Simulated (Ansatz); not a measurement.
# Ni: which magnetic state does the SCF reach?

Wanted: the lowest electronic state of Ni in this cell. One SCF may end in a higher state, so several starts are tried. We look at Ni: its experimental structure (space group Fm-3m, primitive cell doubled), with 2 atoms per cell. Source: COD entry 9013034.

The COD cell was measured well above room temperature, so it is larger than a cold one.

Program: Ansatz 0.2.0. Level of theory: DFT PBE, PAW, plane waves, scalar-relativistic. These are calculated values, not measurements.

## Step 1: The structure to begin with

The structure is cubic, space group Fm-3m (No. 225). The conventional cell has a = 3.615 Å, b = 3.615 Å, c = 3.615 Å, α = 90.00°, β = 90.00°, γ = 90.00°. Around Ni (site symmetry m-3m) lie 12 Ni at 2.56 Å.

Coordinates:

```
CELL_PARAMETERS angstrom
0.00000 1.80750 1.80750
1.80750 0.00000 1.80750
3.61500 3.61500 0.00000
ATOMIC_POSITIONS crystal
Ni 0.00000 0.00000 0.00000
Ni 0.00000 0.00000 0.50000
```

Labels such as Ni2 number the atoms in the order of the input file.

Planned first: parallel moments, plain SCF; opposed moments +-, plain SCF; no spin polarisation; spin on, no moments given (the program may seed its own), plain SCF. Further starts follow from what these give.

A plain SCF has the search for lower states switched off and ends at the first converged state. 

The total moment includes the space between the atomic spheres.

## Step 2: Parallel moments, plain SCF

Input file input.yaml:

```yaml
crystal:
  lattice:
    - [0.0, 1.8075, 1.8075]
    - [1.8075, 0.0, 1.8075]
    - [3.615, 3.615, 0.0]
  atoms:
    - { symbol: Ni, position: [0.0, 0.0, 0.0], spin: 2.0 }
    - { symbol: Ni, position: [0.0, 0.0, 0.5], spin: 2.0 }
magnetization:
  spin_polarized: true
hamiltonian:
  xc: pbe
  pseudopotentials: { kind: paw }
basis:
  ecutwfc: 420
kpoints:
  mp_grid: { grid: [14, 14, 7] }
scf:
  occupations: { method: fermi_dirac, width: 0.1 }
  lower_state_search: "off"
output:
  forces: true
  stress: true
```

Standard output, cut to the lines that bear on the results:

```text
[...]
Pseudopotentials: kind: paw
Pseudopotential: Ni, paw, valence charge 18, recommended cutoff 420 eV (normal), Ni.paw.azcp
Functional definition: PBE
[...]
Crystal: 2 atoms, lattice volume = 23.621 Å³
Basis set: ecut = 420 eV, 487 PW (Γ), exchange–correlation on 36×36×72 points (8 copies of the dense FFT grid, shifted against one another)
Bands: 24, of which v1, the nominal top of the filled ones, is band 18 counted from 1 (17 counted from 0)
Symmetry: 24 space group operations
Space group: Fm-3m (ITA 225), of the structure as read, at distance tolerance 2.9e-5 Å
Magnetic group: BNS 225.116 (UNI 1618), of the structure as read, at distance tolerance 2.9e-5 Å
k-points: 144 of 1372
[...]
Starting moments: Σ|m| = 4 μB on 2 of 2 sites
[...]
SCF iter   1: F=—  HF=-11678.889601 eV  |F-HF|=—  |Δ(HF+E_count)|=         —  Δρ=1.28e-1 (↑1.02e-1 ↓1.28e-1)  dr2=9.50e-2  dr2_m=2.83e0  M=1.909 μB ∫|m|=2.123 μB  β_m=0.30  ethr=2.64e-4  ⟨swp⟩=1.0  Hψ=34109  notcnv=0
[...]
spin-set hold released at iteration 1 (the charge has settled, or the pull on large starting moments outlasts its swing): the magnetisation degrees of freedom join the quasi-Newton model from the next iteration; the mixer history was flushed
[...]
SCF iter  10: F=-11679.416598 eV  HF=-11679.416598 eV  |F-HF|=4.00e-11  |Δ(HF+E_count)|=   9.82e-9  Δρ=4.03e-6 (↑2.40e-6 ↓4.03e-6)  dr2=5.24e-10  dr2_m=2.12e-9  M=1.318 μB ∫|m|=1.520 μB  ethr=9.21e-11  ⟨swp⟩=2.1  Hψ=21109  notcnv=0
[...]
SCF converged after 10 iterations
Magnetization: 1.3183 μB (18.6592 up, 17.3408 down)
Absolute magnetization: 1.5213 μB (∫|ρ↑−ρ↓|, with the PAW one-centre terms)
Spin contamination: 0.0173 ħ² per cell (⟨S²⟩ above its minimum at these occupations)
Per-site moments (μB) at R_I (Å): [(0.7014693226699055, 1.054428793270615), (0.7014693226699052, 1.054428793270615)]
Free energy (F): -11679.416598 eV
[...]
E sigma→0 (E₀):  -11679.356974 eV
Entropy (-TS):   -0.119248 eV (-59.624 meV/atom)
Fermi energy:    16.380949 eV
[...]
--- Forces (eV/Å), atoms counted from 1 ---
  atom   1  Ni     0.00000000     0.00000000     0.00000000
  atom   2  Ni     0.00000000    -0.00000000    -0.00000000
[...]
--- Stress (GPa, compression-positive) ---
      -12.750111      -0.000015       0.000015
       -0.000015     -12.750111       0.000015
        0.000015       0.000015     -12.750111
  P = ⅓ Tr σ = -12.7501 GPa (-127.501 kbar)
```

Wall time 20 s (2 threads of an x86-64 CPU, shared host); peak memory 0.4 GiB.

The state reached is ferromagnetic, site moments Ni1 0.70, Ni2 0.70 μB, total 1.32 μB per cell, no gap on the k-mesh.

## Step 3: Opposed moments +-, plain SCF

input.yaml, as its differences from that of step 2:

```diff
@@ -7,3 +7,3 @@
     - { symbol: Ni, position: [0.0, 0.0, 0.0], spin: 2.0 }
-    - { symbol: Ni, position: [0.0, 0.0, 0.5], spin: 2.0 }
+    - { symbol: Ni, position: [0.0, 0.0, 0.5], spin: -2.0 }
 magnetization:
```

Standard output, cut to the lines that bear on the results:

```text
[... 11 lines as in an earlier run ...]
Symmetry: 12 space group operations
Space group: R-3m (ITA 166), of the structure as read, at distance tolerance 2.9e-5 Å
Magnetic group: BNS 166.102 (UNI 1332), of the structure as read, at distance tolerance 2.9e-5 Å
[... 5 lines as in an earlier run ...]
Starting moments: Σ|m| = 4 μB on 2 of 2 sites
Starting magnetic order: antiferromagnet; a translation exchanges its spin sublattices: spin-degenerate at every k-point
[... 2 lines as in an earlier run ...]
spin-down is spin-up translated by (0, 0, 0.5): one eigenproblem is solved per k-point and the antiferromagnetic symmetry of the starting moments is kept exactly by this SCF (crystal.symmetry.spin_inversion_symmetry: false solves both channels; [...]
SCF converged after 22 iterations
Magnetization: 0.0000 μB (18.0000 up, 18.0000 down)
Absolute magnetization: 0.0008 μB (∫|ρ↑−ρ↓|, with the PAW one-centre terms)
Spin contamination: 0.0000 ħ² per cell (⟨S²⟩ above its minimum at these occupations)
Per-site moments (μB) at R_I (Å): [(-0.0003960841412110157, 1.054428793270615), (0.0003960841412110157, 1.054428793270615)]
Free energy (F): -11679.338780 eV
[...]
E sigma→0 (E₀):  -11679.244659 eV
Entropy (-TS):   -0.188242 eV (-94.121 meV/atom)
Fermi energy:    16.200846 eV
[...]
--- Forces (eV/Å), atoms counted from 1 ---
  atom   1  Ni     0.00000000     0.00000000     0.00000000
  atom   2  Ni    -0.00000000    -0.00000000     0.00000000
[...]
--- Stress (GPa, compression-positive) ---
      -13.762608       0.000013      -0.000013
        0.000013     -13.762608      -0.000013
       -0.000013      -0.000013     -13.762608
  P = ⅓ Tr σ = -13.7626 GPa (-137.626 kbar)
```

Wall time 14 s (2 threads of an x86-64 CPU, shared host); peak memory 0.4 GiB.

The state reached is non-magnetic, no gap on the k-mesh. Against step 2, the lowest until now, it is 38.9 meV/atom higher.

## Step 4: No spin polarisation

input.yaml, as its differences from that of step 3:

```diff
@@ -6,6 +6,4 @@
   atoms:
-    - { symbol: Ni, position: [0.0, 0.0, 0.0], spin: 2.0 }
-    - { symbol: Ni, position: [0.0, 0.0, 0.5], spin: -2.0 }
-magnetization:
-  spin_polarized: true
+    - { symbol: Ni, position: [0.0, 0.0, 0.0] }
+    - { symbol: Ni, position: [0.0, 0.0, 0.5] }
 hamiltonian:
```

Standard output, cut to the lines that bear on the results:

```text
[... 10 lines as in an earlier run ...]
Bands: 22, of which v1, the nominal top of the filled ones, is band 18 counted from 1 (17 counted from 0)
[... 6 lines as in an earlier run ...]
[...]
[... 2 lines as in an earlier run ...]
SCF iter   1: F=—  HF=-11679.338813 eV  |F-HF|=—  |Δ(HF+E_count)|=         —  Δρ=3.12e-3  dr2=1.29e-3  ethr=1.77e-3  ⟨swp⟩=4.4  Hψ=11507  notcnv=0
[...]
SCF iter   6: F=-11679.338780 eV  HF=-11679.338780 eV  |F-HF|=1.07e-10  |Δ(HF+E_count)|=   1.29e-9  Δρ=1.67e-6  dr2=2.00e-10  ethr=9.85e-12  ⟨swp⟩=2.2  Hψ=10034  notcnv=0
[...]
SCF converged after 6 iterations
Free energy (F): -11679.338780 eV
[...]
E sigma→0 (E₀):  -11679.244659 eV
Entropy (-TS):   -0.188242 eV (-94.121 meV/atom)
Fermi energy:    16.200837 eV
[... 24 lines left out: energy terms, forces, stress ...]
```

It took 3.7 s on 2 threads of an x86-64 CPU, shared host; peak memory 0.36 GiB.

The run ends in the same state as step 3 (non-magnetic); it took 6 iterations.

## Step 5: Spin on, no moments given (the program may seed its own), plain SCF

input.yaml, as its differences from that of step 4:

```diff
@@ -21 +21,3 @@
   stress: true
+magnetization:
+  spin_polarized: true
```

Standard output, cut to the lines that bear on the results:

```text
band count auto-derived: 24 (N_el = 36.0; filled up to band 18; 22 by the electrons, moments and atoms)
[... 20 lines as in an earlier run ...]
[...]
SCF iter   1: F=—  HF=-11677.949280 eV  |F-HF|=—  |Δ(HF+E_count)|=         —  Δρ=1.78e-1 (↑1.78e-1 ↓1.65e-1)  dr2=2.54e-2  dr2_m=6.35e0  M=2.587 μB ∫|m|=2.587 μB  ethr=9.91e-4  ⟨swp⟩=1.3  Hψ=17254  notcnv=0
[...]
SCF iter  11: F=-11679.416598 eV  HF=-11679.416598 eV  |F-HF|=1.67e-10  |Δ(HF+E_count)|=   6.20e-9  Δρ=2.28e-6 (↑7.13e-7 ↓2.28e-6)  dr2=3.55e-10  dr2_m=2.02e-10  M=1.318 μB ∫|m|=1.520 μB  ethr=1.24e-11  ⟨swp⟩=2.0  Hψ=20063  notcnv=0
[...]
SCF converged after 11 iterations
Magnetization: 1.3184 μB (18.6592 up, 17.3408 down)
Absolute magnetization: 1.5213 μB (∫|ρ↑−ρ↓|, with the PAW one-centre terms)
Spin contamination: 0.0173 ħ² per cell (⟨S²⟩ above its minimum at these occupations)
Per-site moments (μB) at R_I (Å): [(0.7014854394923975, 1.054428793270615), (0.7014854394923976, 1.054428793270615)]
Free energy (F): -11679.416598 eV
[...]
E sigma→0 (E₀):  -11679.356975 eV
Entropy (-TS):   -0.119247 eV (-59.623 meV/atom)
Fermi energy:    16.380952 eV
[... 24 lines left out: energy terms, forces, stress ...]
```

It took 11 s on 2 threads of an x86-64 CPU, shared host; peak memory 0.41 GiB.

Nothing new: the 11 iterations lead to the state found in step 2 (ferromagnetic).

## Step 6: Parallel moments scaled by 0.03, plain SCF

input.yaml, as its differences from that of step 5:

```diff
@@ -6,4 +6,6 @@
   atoms:
-    - { symbol: Ni, position: [0.0, 0.0, 0.0] }
-    - { symbol: Ni, position: [0.0, 0.0, 0.5] }
+    - { symbol: Ni, position: [0.0, 0.0, 0.0], spin: 0.06 }
+    - { symbol: Ni, position: [0.0, 0.0, 0.5], spin: 0.06 }
+magnetization:
+  spin_polarized: true
 hamiltonian:
@@ -21,3 +23 @@
   stress: true
-magnetization:
-  spin_polarized: true
```

Standard output, cut to the lines that bear on the results:

```text
[... 10 lines as in an earlier run ...]
Bands: 23, of which v1, the nominal top of the filled ones, is band 18 counted from 1 (17 counted from 0)
[... 8 lines as in an earlier run ...]
Starting moments: Σ|m| = 0.12 μB on 2 of 2 sites
[... 2 lines as in an earlier run ...]
[...]
SCF iter   1: F=—  HF=-11679.374748 eV  |F-HF|=—  |Δ(HF+E_count)|=         —  Δρ=3.25e-2 (↑3.25e-2 ↓2.25e-2)  dr2=3.57e-1  dr2_m=6.70e-3  M=0.172 μB ∫|m|=0.176 μB  β_m=1.00  ethr=9.92e-4  ⟨swp⟩=1.0  Hψ=32855  notcnv=0
[...]
spin-set hold released at iteration 14 (site moments contracting): the magnetisation degrees of freedom join the quasi-Newton model from the next iteration; the mixer history was flushed
[...]
SCF iter  22: F=-11679.416598 eV  HF=-11679.416598 eV  |F-HF|=0.00e0  |Δ(HF+E_count)|=   2.95e-9  Δρ=1.96e-7 (↑1.33e-7 ↓1.96e-7)  dr2=2.53e-12  dr2_m=3.78e-12  M=1.318 μB ∫|m|=1.520 μB  ethr=4.23e-11  ⟨swp⟩=2.1  Hψ=21042  notcnv=0
[...]
SCF converged after 22 iterations
an eigenvalue changed by more than its tolerance at an iteration that met the thresholds in force, so the SCF went on 1 time: the last check found none over its tolerance
Magnetization: 1.3184 μB (18.6592 up, 17.3408 down)
Absolute magnetization: 1.5213 μB (∫|ρ↑−ρ↓|, with the PAW one-centre terms)
Spin contamination: 0.0173 ħ² per cell (⟨S²⟩ above its minimum at these occupations)
Per-site moments (μB) at R_I (Å): [(0.7014861243111704, 1.054428793270615), (0.7014861243111704, 1.054428793270615)]
Free energy (F): -11679.416598 eV
[...]
E sigma→0 (E₀):  -11679.356974 eV
Entropy (-TS):   -0.119247 eV (-59.624 meV/atom)
Fermi energy:    16.380948 eV
[... 24 lines left out: energy terms, forces, stress ...]
```

It took 20 s on 2 threads of an x86-64 CPU, shared host; peak memory 0.4 GiB.

This is the state of step 2 again (ferromagnetic), after 22 iterations.

## Step 7: Moments +- scaled by 1.4, plain SCF

input.yaml, as its differences from that of step 6:

```diff
@@ -6,4 +6,4 @@
   atoms:
-    - { symbol: Ni, position: [0.0, 0.0, 0.0], spin: 0.06 }
-    - { symbol: Ni, position: [0.0, 0.0, 0.5], spin: 0.06 }
+    - { symbol: Ni, position: [0.0, 0.0, 0.0], spin: 2.8 }
+    - { symbol: Ni, position: [0.0, 0.0, 0.5], spin: -2.8 }
 magnetization:
```

Standard output, cut to the lines that bear on the results:

```text
[... 10 lines as in an earlier run ...]
Bands: 25, of which v1, the nominal top of the filled ones, is band 18 counted from 1 (17 counted from 0)
[... 8 lines as in an earlier run ...]
Starting moments: Σ|m| = 5.6 μB on 2 of 2 sites
Starting magnetic order: antiferromagnet; a translation exchanges its spin sublattices: spin-degenerate at every k-point
[... 3 lines as in an earlier run ...]
[...]
SCF iter   1: F=—  HF=-11677.753641 eV  |F-HF|=—  |Δ(HF+E_count)|=         —  Δρ=1.96e-1 (↑1.96e-1 ↓1.96e-1)  dr2=7.34e-2  dr2_m=8.24e0  M=0.000 μB ∫|m|=2.315 μB  β_m=0.30  ethr=2.04e-4  ⟨swp⟩=1.9  Hψ=18105  notcnv=0
[...]
spin-set hold released at iteration 10 (site moments contracting): the magnetisation degrees of freedom join the quasi-Newton model from the next iteration; the mixer history was flushed
[...]
SCF iter  29: F=-11679.338780 eV  HF=-11679.338780 eV  |F-HF|=6.08e-10  |Δ(HF+E_count)|=   6.69e-9  Δρ=1.53e-6 (↑1.53e-6 ↓1.53e-6)  dr2=6.01e-10  dr2_m=3.44e-11  M=0.000 μB ∫|m|=0.001 μB  ethr=5.86e-12  ⟨swp⟩=2.0  Hψ=13154  notcnv=0
[...]
SCF converged after 29 iterations
Magnetization: 0.0000 μB (18.0000 up, 18.0000 down)
Absolute magnetization: 0.0010 μB (∫|ρ↑−ρ↓|, with the PAW one-centre terms)
Spin contamination: 0.0000 ħ² per cell (⟨S²⟩ above its minimum at these occupations)
Per-site moments (μB) at R_I (Å): [(-0.0004688270715827596, 1.054428793270615), (0.0004688270715827596, 1.054428793270615)]
Free energy (F): -11679.338780 eV
[...]
E sigma→0 (E₀):  -11679.244659 eV
Entropy (-TS):   -0.188242 eV (-94.121 meV/atom)
Fermi energy:    16.200857 eV
[... 24 lines left out: energy terms, forces, stress ...]
```

Run time: 13 s. Hardware: 2 threads of an x86-64 CPU, shared host; peak memory 0.4 GiB.

The run ends in the same state as step 3 (non-magnetic); it took 29 iterations.

## Step 8: A moment on one site alone, plain SCF

input.yaml, as its differences from that of step 7:

```diff
@@ -6,4 +6,4 @@
   atoms:
-    - { symbol: Ni, position: [0.0, 0.0, 0.0], spin: 2.8 }
-    - { symbol: Ni, position: [0.0, 0.0, 0.5], spin: -2.8 }
+    - { symbol: Ni, position: [0.0, 0.0, 0.0] }
+    - { symbol: Ni, position: [0.0, 0.0, 0.5], spin: 2.0 }
 magnetization:
```

Standard output, cut to the lines that bear on the results:

```text
[... 13 lines as in an earlier run ...]
Magnetic group: BNS 166.97 (UNI 1327), of the structure as read, at distance tolerance 2.9e-5 Å
[... 5 lines as in an earlier run ...]
Starting moments: Σ|m| = 2 μB on 1 of 2 sites
[... 2 lines as in an earlier run ...]
SCF iter   1: F=—  HF=-11679.259415 eV  |F-HF|=—  |Δ(HF+E_count)|=         —  Δρ=1.06e-1 (↑1.06e-1 ↓4.56e-2)  dr2=3.66e0  dr2_m=5.53e-1  M=1.425 μB ∫|m|=1.542 μB  β_m=0.30  ethr=3.10e-3  ⟨swp⟩=4.7  Hψ=23958  notcnv=0
[...]
spin-set hold released at iteration 5 (the charge has settled, or the pull on large starting moments outlasts its swing): the magnetisation degrees of freedom join the quasi-Newton model from the next iteration; the mixer history was flushed
[...]
SCF iter  23: F=-11679.416598 eV  HF=-11679.416598 eV  |F-HF|=1.13e-8  |Δ(HF+E_count)|=   5.38e-9  Δρ=5.97e-6 (↑1.76e-6 ↓5.97e-6)  dr2=1.20e-8  dr2_m=1.10e-9  M=1.318 μB ∫|m|=1.520 μB  ethr=2.78e-10  ⟨swp⟩=3.1  Hψ=18506  notcnv=0
[...]
SCF converged after 23 iterations
Magnetization: 1.3184 μB (18.6592 up, 17.3408 down)
Absolute magnetization: 1.5213 μB (∫|ρ↑−ρ↓|, with the PAW one-centre terms)
Spin contamination: 0.0173 ħ² per cell (⟨S²⟩ above its minimum at these occupations)
Per-site moments (μB) at R_I (Å): [(0.7014985256735788, 1.054428793270615), (0.701474378327918, 1.054428793270615)]
Free energy (F): -11679.416598 eV
[...]
E sigma→0 (E₀):  -11679.356974 eV
Entropy (-TS):   -0.119247 eV (-59.624 meV/atom)
Fermi energy:    16.380930 eV
[... 24 lines left out: energy terms, forces, stress ...]
```

Run time: 15 s. Hardware: 2 threads of an x86-64 CPU, shared host; peak memory 0.41 GiB.

This is the state of step 2 again (ferromagnetic), after 23 iterations.

## Step 9: Parallel moments, Broyden mixing, no switch to direct minimisation

input.yaml, as its differences from that of step 8:

```diff
@@ -6,3 +6,3 @@
   atoms:
-    - { symbol: Ni, position: [0.0, 0.0, 0.0] }
+    - { symbol: Ni, position: [0.0, 0.0, 0.0], spin: 2.0 }
     - { symbol: Ni, position: [0.0, 0.0, 0.5], spin: 2.0 }
@@ -20,2 +20,4 @@
   lower_state_search: "off"
+  algorithm: density_mixing
+  mixing: { algorithm: broyden, beta: 0.3 }
 output:
```

Standard output, cut to the lines that bear on the results:

```text
[... 19 lines as in an earlier run ...]
Starting moments: Σ|m| = 4 μB on 2 of 2 sites
[... 3 lines as in an earlier run ...]
SCF iter   1: F=—  HF=-11678.889601 eV  |F-HF|=—  |Δ(HF+E_count)|=         —  Δρ=1.28e-1 (↑1.02e-1 ↓1.28e-1)  dr2=9.50e-2  dr2_m=2.83e0  M=1.909 μB ∫|m|=2.123 μB  β_m=0.57  ethr=2.64e-4  ⟨swp⟩=1.0  Hψ=34109  notcnv=0
[...]
[... 1 line as in an earlier run ...]
[...]
SCF iter  14: F=-11679.416598 eV  HF=-11679.416598 eV  |F-HF|=2.96e-8  |Δ(HF+E_count)|=   6.87e-8  Δρ=3.89e-6 (↑3.89e-6 ↓3.14e-6)  dr2=7.38e-11  dr2_m=2.67e-9  M=1.319 μB ∫|m|=1.520 μB  ethr=1.00e-12  ⟨swp⟩=3.1  Hψ=18722  notcnv=0
[...]
this state was not tested for a lower state beside it, because the mixer in use, unlike msr1, does not test its closes by its own steps (another_mixer; see scf.mixing.algorithm and scf.lower_state_search)
SCF converged after 14 iterations
Magnetization: 1.3185 μB (18.6593 up, 17.3407 down)
Absolute magnetization: 1.5216 μB (∫|ρ↑−ρ↓|, with the PAW one-centre terms)
Spin contamination: 0.0173 ħ² per cell (⟨S²⟩ above its minimum at these occupations)
Per-site moments (μB) at R_I (Å): [(0.7015862084528399, 1.054428793270615), (0.7015862084528401, 1.054428793270615)]
Free energy (F): -11679.416598 eV
[...]
E sigma→0 (E₀):  -11679.356978 eV
Entropy (-TS):   -0.119240 eV (-59.620 meV/atom)
Fermi energy:    16.381017 eV
[... 24 lines left out: energy terms, forces, stress ...]
```

Run time: 13 s. Hardware: 2 threads of an x86-64 CPU, shared host; peak memory 0.41 GiB.

Nothing new: the 14 iterations lead to the state found in step 2 (ferromagnetic).

## Step 10: All ends together

| step | iterations | state | moments of Ni1 Ni2 (μB) | total (μB) | gap (eV) | pressure (GPa) | above lowest (meV/atom) |
| --- | --- | --- | --- | --- | --- | --- | --- |
| 2 | 10 | 1 | 0.70 0.70 | 1.32 | none | -12.8 | 0.0 |
| 3 | 22 | 2 | 0.00 0.00 | 0.00 | none | -13.8 | 38.9 |
| 4 | 6 | 2 | 0.00 0.00 | 0.00 | none | -13.8 | 38.9 |
| 5 | 11 | 1 | 0.70 0.70 | 1.32 | none | -12.7 | 0.0 |
| 6 | 22 | 1 | 0.70 0.70 | 1.32 | none | -12.7 | 0.0 |
| 7 | 29 | 2 | 0.00 0.00 | 0.00 | none | -13.8 | 38.9 |
| 8 | 23 | 1 | 0.70 0.70 | 1.32 | none | -12.7 | 0.0 |
| 9 | 14 | 1 | 0.70 0.70 | 1.32 | none | -12.7 | 0.0 |

States are numbered from the lowest. Starts by step: 2 parallel moments, plain SCF; 3 opposed moments +-, plain SCF; 4 no spin polarisation; 5 spin on, no moments given (the program may seed its own), plain SCF; 6 parallel moments scaled by 0.03, plain SCF; 7 moments +- scaled by 1.4, plain SCF; 8 a moment on one site alone, plain SCF; 9 parallel moments, Broyden mixing, no switch to direct minimisation.

The 8 runs of this session took 1.8 min in all, from 3.7 s to 20 s each.

Decimal logarithm of the largest residual (eV) by iteration, counted through all cycles of a run (7 of the 8 runs):

| iteration | step 2 | step 3 | step 4 | step 5 | step 6 | step 7 | step 8 |
| --- | --- | --- | --- | --- | --- | --- | --- |
| 1 | 0.5 | 0.5 | -2.9 | 0.8 | -0.4 | 0.9 | 0.6 |
| 2 | 0.3 | 0.3 | -3.5 | -0.4 | -1.4 | 0.7 | 1.2 |
| 3 | -0.6 | 0.1 | -5.8 | -0.7 | -1.7 | 0.5 | 0.0 |
| 4 | -1.6 | -1.2 | -7.8 | -0.3 | -2.2 | 0.3 | 0.1 |
| 5 | -2.4 | -1.6 | -8.4 | -2.9 | -2.0 | 0.1 | -0.1 |
| 6 | -3.1 | -2.1 | -9.7 | -2.5 | -1.9 | -0.1 | 0.6 |
| 9 | -7.3 | -3.9 | - | -6.1 | -1.8 | -0.5 | -0.7 |
| 11 | - | -4.9 | - | -9.4 | -2.0 | -0.8 | -1.3 |
| 14 | - | -5.8 | - | - | -2.5 | -2.8 | -2.3 |
| 16 | - | -6.3 | - | - | -2.0 | -4.0 | -3.7 |
| 19 | - | -6.8 | - | - | -3.6 | -5.2 | -4.7 |
| 21 | - | -9.4 | - | - | -7.8 | -4.9 | -5.9 |
| 24 | - | - | - | - | - | -6.5 | - |
| 26 | - | - | - | - | - | -8.0 | - |
| 29 | - | - | - | - | - | -9.2 | - |

## Step 11: Outcome

```
                      quantity                               value
               distinct states             2 from 8 converged runs
lowest state from plain starts                       ferromagnetic
                   its moments               Ni1 0.70, Ni2 0.70 μB
                  total moment                    1.32 μB per cell
             gap on the k-mesh                                none
                      pressure                           -12.7 GPa
                 largest force                          0.000 eV/Å
                    next state  non-magnetic, 38.9 meV/atom higher
```

In words: The 8 converged runs end in 2 distinct states. Switching spin polarisation off costs 38.9 meV/atom in free energy, smearing entropy included. A lower state than any found can't be excluded.
